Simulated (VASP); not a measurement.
The system is BAs.

```
B As
1.0
     0.00000    2.38850    2.38850
     2.38850    0.00000    2.38850
     2.38850    2.38850    0.00000
B As
1 1
Direct
  0.00000 0.00000 0.00000
  0.25000 0.25000 0.25000
```

Program: VASP 6.6.1. Alike in all runs: task band structure; potentials or basis VASP PAW PBE potentials, release 64 (B, As); no spin polarisation; cell as given; k mesh 8 × 8 × 8; cutoff (eV) 520; smearing gaussian 0.03 eV.

Problem. Order these runs on this cell by their band gap on the k mesh, lowest first.
A. level PBE0; exchange at q = 0 truncated
B. level HSE06; screening parameter 0.2 1/A
C. level PBE

Solution. C (1.19 eV), B (1.86 eV), A (2.51 eV).

A k mesh can miss the band edges.
